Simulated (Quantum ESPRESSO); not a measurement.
Runs of Quantum ESPRESSO 7.5 on NiO. It takes space group Fm-3m (No. 225, cubic). The conventional cell has a = 4.172 Å, b = 4.172 Å, c = 4.172 Å, α = 90.00°, β = 90.00°, γ = 90.00°. Ni (site symmetry m-3m) is surrounded by 6 O at 2.09 Å. Around O (site symmetry m-3m) lie 6 Ni at 2.09 Å. 

```csv
task,level,potentials or basis,cell,k mesh,cutoff (eV),SCF threshold,form of the LDA correlation,symmetry,gap on the mesh (eV),pressure (GPa),moment (μB)
single point,PBEsol,GBRV 1.5 PBEsol,"atoms moved at random, drawn with an rms of 0.05 Å",11 × 11 × 11,612,4e-10 Ry,-,-,none,-11.1,0.39
band structure,r2SCAN,SG15 PBE 1.2,as given,8 × 8 × 8,1197,1e-08 Ry,-,off,none,-,0.00
band structure,PBEsol,GBRV 1.5 PBEsol,as given,11 × 11 × 11,612,4e-10 Ry,-,-,none,-11.5,0.39
single point,PBEsol,GBRV 1.5 PBEsol,as given,11 × 11 × 11,612,4e-10 Ry,-,-,none,-11.5,0.39
band structure,LDA,GBRV 1.5 LDA,as given,11 × 11 × 11,612,4e-10 Ry,PZ81,-,none,-19.3,(a)
```

Alike in all rows: spin collinear, ferromagnetic start; smearing fermi-dirac 0.05 eV.

Problem. Fill in the values left out.

Solution. (a) 0.27.

Caveats: semilocal functionals often make such compounds metallic where correlation or magnetic order opens a gap, which also shifts bond lengths; the potentials were made for another functional, which shifts forces and pressure (some runs); so large a pressure means that the cell lies far from this level's equilibrium, or that cutoff or potentials fall short (some runs).

A gap of «none» marks a metal or a gap under the smearing width.

Runs at the PBE level aren't shown here.
